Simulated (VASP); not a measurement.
# Te (P3_121) in VASP: a series of runs

One crystal, Te, is run at these levels: PBE, PBEsol, HSE06; tasks: single point.

Program: VASP 6.6.1. These are calculated values, not measurements. Logs are shortened: lines on timing, memory, paths and dates and some standing lists are left out, and cuts for length are marked.

**1. Starting point**

Symmetry: P3_121, No. 152, trigonal system. The conventional cell has a = 4.457 Å, b = 4.457 Å, c = 5.929 Å, α = 90.00°, β = 90.00°, γ = 120.00°. Te (site symmetry 2) is surrounded by 2 Te at 2.84 Å.

**2. Single point, PBE**

File INCAR:

```
SYSTEM = Te
ALGO     = Fast           ! electronic algorithm
EDIFF    = 1E-6           ! SCF threshold, eV
ENCUT    = 300            ! plane-wave cutoff, eV
GGA      = PE             ! functional
ISIF     = 2              ! what is computed and relaxed
ISMEAR   = 0              ! smearing method
LASPH    = .True.         ! aspherical terms in the spheres
LCHARG   = .False.        ! write CHGCAR
LREAL    = .False.        ! projectors in reciprocal space
LWAVE    = .False.        ! write WAVECAR
NBANDS   = 16             ! bands
NELM     = 80             ! most SCF steps
PREC     = Accurate       ! precision mode
SIGMA    = 0.01           ! smearing width, eV
```

File KPOINTS:

```
k-points
0
Gamma
  9 9 6
  0 0 0
```

File POSCAR:

```
Te
1.0
    4.4572000000      0.0000000000      0.0000000000
   -2.2286000000      3.8600484297      0.0000000000
    0.0000000000      0.0000000000      5.9290000000
Te
3
Direct
    0.2633000000      0.0000000000      0.3333333333
    0.0000000000      0.2633000000      0.6666666667
    0.7367000000      0.7367000000      0.0000000000
```

Potentials or basis: VASP PAW PBE potentials, release 64 (Te).

Run with:

```
$ cat potpaw_PBE.64/Te/POTCAR > POTCAR
$ mpirun -np 1 vasp_std > vasp.out
```

OUTCAR:

```text
SYSTEM = Te
   EDIFF = 1E-6
   ENCUT = 300
   GGA = PE
   ISIF = 2
   ISMEAR = 0
   LASPH = .True.
   LREAL = .False.
   NELM = 80
   PREC = Accurate

 ion  position               nearest neighbor table
   1  0.263  0.000  0.333-   3 2.84   2 2.84   3 3.49   3 3.49   2 3.49   2 3.49
   2  0.000  0.263  0.667-   3 2.84   1 2.84   3 3.49   3 3.49   1 3.49   1 3.49
   3  0.737  0.737  0.000-   2 2.84   1 2.84   1 3.49   2 3.49   2 3.49   1 3.49

  LATTYP: Found a hexagonal cell.
 ALAT       =     4.4572000000
 C/A-ratio  =     1.3302073050

  Lattice vectors:

 A1 = (   4.4572000000,   0.0000000000,   0.0000000000)
 A2 = (  -2.2286000000,   3.8600484297,   0.0000000000)
 A3 = (   0.0000000000,   0.0000000000,   5.9290000000)

Analysis of symmetry for initial positions (statically):
=====================================================================
 Subroutine PRICEL returns:
 Original cell was already a primitive cell.

 Routine SETGRP: Setting up the symmetry group for a
 hexagonal supercell.

 Subroutine GETGRP returns: Found  6 space group operations
 (whereof  2 operations were pure point group operations)
 out of a pool of 24 trial point group operations.

The static configuration has the point symmetry C_2 .
 The point group associated with its full space group is D_3 .

Analysis of symmetry for dynamics (positions and initial velocities):
=====================================================================
 Subroutine PRICEL returns:
 Original cell was already a primitive cell.

 Routine SETGRP: Setting up the symmetry group for a
 hexagonal supercell.

 Subroutine GETGRP returns: Found  6 space group operations
 (whereof  2 operations were pure point group operations)
 out of a pool of 24 trial point group operations.

The dynamic configuration has the point symmetry C_2 .
 The point group associated with its full space group is D_3 .

 Subroutine INISYM returns: Found  6 space group operations
 (whereof  2 operations are pure point group operations),
 and found     1 'primitive' translations

----------------------------------------------------------------------------------------

                                     Primitive cell

  volume of cell :     102.0085

  direct lattice vectors                    reciprocal lattice vectors
     4.457200000  0.000000000  0.000000000     0.224356098  0.129532054  0.000000000
    -2.228600000  3.860048430  0.000000000     0.000000000  0.259064107  0.000000000
     0.000000000  0.000000000  5.929000000     0.000000000  0.000000000  0.168662506

  length of vectors
     4.457200000  4.457200000  5.929000000     0.259064107  0.259064107  0.168662506

  position of ions in fractional coordinates (direct lattice)
     0.263300000  0.000000000  0.333333333
     0.000000000  0.263300000  0.666666667
     0.736700000  0.736700000  0.000000000

  ion indices of the primitive-cell ions
   primitive index   ion index
                 1           1
                 2           2
                 3           3

----------------------------------------------------------------------------------------

 KPOINTS: k-points

Automatic generation of k-mesh.
 Grid dimensions read from file:
 generate k-points for:    9    9    6

 Generating k-lattice:

  Cartesian coordinates                     Fractional coordinates (reciprocal lattice)
     0.024928455  0.014392450  0.000000000     0.111111111  0.000000000  0.000000000
     0.000000000  0.028784901  0.000000000     0.000000000  0.111111111  0.000000000
     0.000000000  0.000000000  0.028110418     0.000000000  0.000000000  0.166666667

  Length of vectors
     0.028784901  0.028784901  0.028110418

  Shift w.r.t. Gamma in fractional coordinates (k-lattice)
     0.000000000  0.000000000  0.000000000

 Subroutine IBZKPT returns following result:
 ===========================================

 Found     62 irreducible k-points:

 Following reciprocal coordinates:
            Coordinates               Weight
  0.000000  0.000000  0.000000      1.000000
  0.111111  0.000000  0.000000      6.000000
  0.222222  0.000000  0.000000      6.000000
  0.333333  0.000000  0.000000      6.000000
  0.444444  0.000000  0.000000      6.000000
  0.111111  0.111111  0.000000      6.000000
[... 16 lines left out ...]
  0.222222  0.111111  0.166667     12.000000
 -0.111111  0.333333  0.166667     12.000000
 [... further k-points ...]
   k-points           NKPTS =     62   k-points in BZ     NKDIM =     62   number of bands    NBANDS=     16
   number of dos      NEDOS =    301   number of ions     NIONS =      3
   total plane-waves  NPLWV =  28224
   dimension x,y,z NGX =    28 NGY =   28 NGZ =   36
   dimension x,y,z NGXF=    56 NGYF=   56 NGZF=   72
   ions per type =               3
   NGX,Y,Z   is equivalent  to a cutoff of  10.44, 10.44, 10.09 a.u.
   NGXF,Y,Z  is equivalent  to a cutoff of  20.89, 20.89, 20.19 a.u.
 SYSTEM =  Te
   PREC   = accura    normal or accurate (medium, high low for compatibility)
   ISTART =      0    job   : 0-new  1-cont  2-samecut
   ICHARG =      2    charge: 1-file 2-atom 10-const
   ISPIN  =      1    spin polarized calculation?
   LNONCOLLINEAR =      F non collinear calculations
   LSORBIT =      F    spin-orbit coupling
   LASPH  =      T    aspherical Exc in radial PAW
   ENCUT  =  300.0 eV  22.05 Ry    4.70 a.u.   6.29  6.29  8.37*2*pi/ulx,y,z
   NELM   =     80;   NELMIN=  2; NELMDL= -5     # of ELM steps
   EDIFF  = 0.1E-05   stopping-criterion for ELM
   LREAL  =      F    real-space projection
   EDIFFG = 0.1E-04   stopping-criterion for IOM
   NSW    =      0    number of steps for IOM
   IBRION =     -1    ionic relax: 0-MD 1-quasi-New 2-CG
   NFREE  =      0    steps in history (QN), initial steepest desc. (CG)
   ISIF   =      2    stress and relaxation
   ISYM   =      2    0-nonsym 1-usesym 2-fastsym
   POTIM  = 0.5000    time-step for ionic-motion
   TEBEG  =    0.0;   TEEND  =   0.0 temperature during run
   PSTRESS=    0.0 pullay stress
   NELECT =      18.0000    total number of electrons
   NUPDOWN=      -1.0000    fix difference up-down
   EMIN   =  10.00;   EMAX   =-10.00  energy-range for DOS
   EFERMI =   0.00;   METHOD = LEGACY
   ISMEAR =     0;   SIGMA  =   0.01  broadening in eV -4-tet -1-fermi 0-gaus
   EFERMI_NEDOS =   21; number of points for ismear=-14 and -15
   IALGO  =     68    algorithm
   IMIX   =      4    mixing-type and parameters
     AMIX     =   0.40;   BMIX     =  1.00
     AMIX_MAG =   1.60;   BMIX_MAG =  1.00
  volume/ion in A,a.u.               =      34.00       229.46
  Fermi-wavevector in a.u.,A,eV,Ry     =   0.918234  1.735211 11.471812  0.843154
  Thomas-Fermi vector in A             =   2.043293
   LORBIT       =      0    0 simple, 1 ext, 2 COOP (PROOUT), +10 PAW based schemes
   GGA     = PE    functional components
   LHFCALC =     F    Hartree Fock is set to
   AEXX    =    0.0000 exact exchange contribution
   IVDW    =     0    specifies the selected vdW correction
   LEPSILON=     F    determine dielectric tensor
   LRPA    =     F    only Hartree local field effects (RPA)
 non-spin polarized calculation
 RMM-DIIS sequential band-by-band and
 Gauss-broadening in eV      SIGMA  =   0.01
  energy-cutoff  :      300.00
  volume of cell :      102.01
 maximum number of plane-waves:      1229
 NGX is ok and might be reduce to    28
   NGX = 13   NGY = 13   NGZ = 17

 number of electron      17.9999997 magnetization

 Free energy of the ion-electron system (eV)
  ---------------------------------------------------
  ext. energy  EPLUGINS =         0.00000000
  ---------------------------------------------------
  free energy    TOTEN  =        -9.40158201 eV

  energy without entropy =       -9.40158201  energy(sigma->0) =       -9.40158201

 E-fermi :   5.9981     XC(G=0):  -9.0519

 val. band max:        5.9096698283   @ k =   0.3333   0.3333   0.5000
 cond. band min:       6.0695440558   @ k =   0.3333   0.3333   0.5000
 fundamental gap:      0.1598742275
 Fermi energy:         5.9980962518

 k-point     1 :       0.0000    0.0000    0.0000
  band No.  band energies     occupation
      1      -7.7375      2.00000
      2      -4.4038      2.00000
      3      -4.4038      2.00000
      4       2.8329      2.00000
      5       3.1243      2.00000
      6       3.1244      2.00000
[... 8 lines left out ...]
     15      11.8322      0.00000
     16      12.2465      0.00000

 k-point     2 :       0.1111    0.0000    0.0000
  band No.  band energies     occupation
      1      -7.6565      2.00000
      2      -4.4279      2.00000
      3      -4.3795      2.00000
      4       2.2194      2.00000
      5       2.7188      2.00000
      6       2.9796      2.00000
[... 8 lines left out ...]
     15      11.9883      0.00000
     16      12.2359      0.00000

 k-point     3 :       0.2222    0.0000    0.0000
  band No.  band energies     occupation
      1      -7.4256      2.00000
      2      -4.5364      2.00000
      3      -4.3139      2.00000
      4       1.4454      2.00000
      5       2.1574      2.00000
      6       2.6389      2.00000
[... 8 lines left out ...]
     15      12.2214      0.00000
     16      12.8026      0.00000

 k-point     4 :       0.3333    0.0000    0.0000
  band No.  band energies     occupation
      1      -7.0932      2.00000
      2      -4.7749      2.00000
      3      -4.2318      2.00000
      4       1.0612      2.00000
      5       1.7150      2.00000
      6       2.3527      2.00000
[... 8 lines left out ...]
     15      12.9709      0.00000
     16      13.7106      0.00000
[... 324 lines left out ...]
 k-point    22 :       0.1111    0.1111    0.1667
  band No.  band energies     occupation
      1      -7.4027      2.00000
      2      -5.2485      2.00000
      3      -3.6092      2.00000
      4       1.7665      2.00000
      5       2.0663      2.00000
      6       3.0068      2.00000
[... 8 lines left out ...]
     15      12.1233      0.00000
     16      12.3528      0.00000

 k-point    23 :       0.2222    0.1111    0.1667
  band No.  band energies     occupation
      1      -7.1269      2.00000
      2      -5.1417      2.00000
      3      -3.8961      2.00000
      4       1.3716      2.00000
      5       1.7946      2.00000
      6       2.8280      2.00000
[... 8 lines left out ...]
     15      12.5104      0.00000
     16      12.9101      0.00000

 k-point    24 :      -0.1111    0.3333    0.1667
  band No.  band energies     occupation
      1      -7.1198      2.00000
      2      -5.2116      2.00000
      3      -3.7784      2.00000
      4       1.1218      2.00000
      5       1.6147      2.00000
      6       2.6308      2.00000
[... 8 lines left out ...]
     15      12.9290      0.00000
     16      13.5552      0.00000

 [... further k-points ...]

------------------------ aborting loop because EDIFF is reached ----------------------------------------

  FORCE on cell =-STRESS in cart. coord.  units (eV):
  Direction    XX          YY          ZZ          XY          YZ          ZX
  --------------------------------------------------------------------------------------
  -------------------------------------------------------------------------------------
  Total        1.1486462      1.1486462      1.5247083      0.0000000      0.0000000      0.0000000
  in kB       18.0409968     18.0409968     23.9475461      0.0000000      0.0000000      0.0000000
  external PRESSURE =      20.0098466 kB  Pullay stress =       0.0000000 kB

 VOLUME and BASIS-vectors are now :
 -----------------------------------------------------------------------------
  energy-cutoff  :      300.00
  volume of cell :      102.01
      direct lattice vectors                 reciprocal lattice vectors
     4.457200000  0.000000000  0.000000000     0.224356098  0.129532054  0.000000000
    -2.228600000  3.860048430  0.000000000     0.000000000  0.259064107  0.000000000
     0.000000000  0.000000000  5.929000000     0.000000000  0.000000000  0.168662506

 POSITION                                       TOTAL-FORCE (eV/Angst)
 -----------------------------------------------------------------------------------
      1.17358      0.00000      1.97633         0.324425     -0.000000      0.000000
     -0.58679      1.01635      3.95267        -0.162213      0.280960     -0.000000
      1.64181      2.84370      0.00000        -0.162213     -0.280960      0.000000
 -----------------------------------------------------------------------------------
    total drift:                               -0.000000     -0.000000      0.000000

  FREE ENERGIE OF THE ION-ELECTRON SYSTEM (eV)
  ---------------------------------------------------
  free  energy   TOTEN  =        -9.4015820134 eV

  energy  without entropy=       -9.4015820134  energy(sigma->0) =       -9.40158201
```

Run time: 34 s. Hardware: 1 thread of Intel Xeon Platinum 8375C at 2.90GHz (Ice Lake), shared host; peak memory 0.18 GiB.

What came out:

* Free energy: -9.4016 eV
* Pressure: 2.0 GPa
* Largest force: 0.324 eV/Å
* Band gap on the k mesh: 0.16 eV, direct

Forces on the atoms (eV/Å):
```
Te   0.324  0.000  0.000
Te  -0.162  0.281  0.000
Te  -0.162 -0.281  0.000
```

Stress tensor (GPa, compression positive):
```
1.80 0.00 0.00
0.00 1.80 0.00
0.00 0.00 2.39
```

Levels at points of the mesh, in eV from the valence-band top:
| k point | band 5 | band 6 | band 7 | band 8 | band 9 | band 10 | band 11 | band 12 | band 13 | band 14 |
| --- | --- | --- | --- | --- | --- | --- | --- | --- | --- | --- |
| (0.00, 0.00, 0.00) | -2.79 | -2.79 | -1.65 | -1.65 | -0.74 | 1.04 | 1.04 | 1.68 | 4.95 | 4.95 |
| (0.00, 0.00, 0.50) | -2.65 | -2.65 | -1.34 | -1.05 | -1.05 | 0.55 | 0.61 | 0.61 | 4.03 | 5.32 |

Caveat: spin-orbit coupling is left out, which moves the levels of the heavy elements; an odd mesh through Γ misses points on the zone boundary, where band edges often lie.

(Continued in part 2 of 2.)
